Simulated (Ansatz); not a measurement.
# Tl (P6_3/mmc), an elastic constant from a strain scan

Computed with Ansatz, DFT PBEsol, scalar-relativistic, plane waves, PAW. The runs took a 420 eV cutoff, a Γ-centred 18×18×10 mesh and Gaussian smearing (0.15 eV). Spin–orbit coupling is left out, which can shift energies with elements as heavy as these. No spin polarisation. Energies are free energies at this smearing, counted from the undisturbed cell; pressure is positive in compression.

Reference structure (as given, not relaxed at this level; it stands at 0.0 GPa):

```yaml
crystal:
  lattice:
    - [3.45600, 0.00000, 0.00000]
    - [-1.72800, 2.99298, 0.00000]
    - [0.00000, 0.00000, 5.52500]
  atoms:
    - { symbol: Tl, position: [0.33333, 0.66667, 0.25000] }
    - { symbol: Tl, position: [0.66667, 0.33333, 0.75000] }
```

The cell is strained by ε times the Voigt pattern (0, 0, 0, 0, 0, 1) (xx, yy, zz, yz, xz, xy; engineering shear) with fractional coordinates fixed. The cell holds 2 atoms in V0 = 57.15 Å³. The stress column is τ = (1/V0) dE/dε, got from the stress tensor σ (compression positive) at each point as −det(1 + εP) σ : P(1 + εP)⁻¹, with P the pattern as a tensor.

| ε | ΔE (meV/atom) | τ (GPa) |
| --- | --- | --- |
| -0.1312 | 12.641 | -1.127 |
| -0.1125 | 9.138 | -0.978 |
| -0.0937 | 6.105 | -0.826 |
| -0.0750 | 3.652 | -0.639 |
| -0.0562 | 1.857 | -0.432 |
| -0.0375 | 0.741 | -0.245 |
| -0.0187 | 0.169 | -0.104 |
| 0.0000 | 0.000 | 0.000 |
| 0.0187 | 0.169 | 0.104 |
| 0.0375 | 0.741 | 0.245 |
| 0.0562 | 1.857 | 0.432 |
| 0.0750 | 3.652 | 0.639 |
| 0.0937 | 6.105 | 0.826 |
| 0.1125 | 9.138 | 0.978 |
| 0.1312 | 12.641 | 1.127 |
| 0.1500 | ? | ? |

Which combination of elastic constants does this scan measure, and how large is it?

For small ε, τ = τ0 + Kε with K = pᵀCp, which for this pattern is C66 in the Cartesian frame shown. The parabola through τ at ε = -0.0187, 0 and 0.0187 has slope K = 5.6 GPa at zero. The energies per cell, E = NΔE, of the same two points give K = 2[E(ε₊)/ε₊ − E(ε₋)/ε₋]/[(ε₊ − ε₋)V0] = 5.4 GPa, in agreement. These are clamped-ion values.

Predict the withheld row at ε = 0.1500 from the harmonic law, and compare.

ΔE = V0(τ0 ε + Kε²/2)/N = 11.203 meV/atom and τ = 0.84 GPa. The calculation gives 16.747 meV/atom and 1.33 GPa: the energy lies 49 % above the harmonic value.

Forces appear on the atoms along this scan, and letting them relax would lower the energy and soften the response. In a metal these slopes depend on the k mesh and the smearing.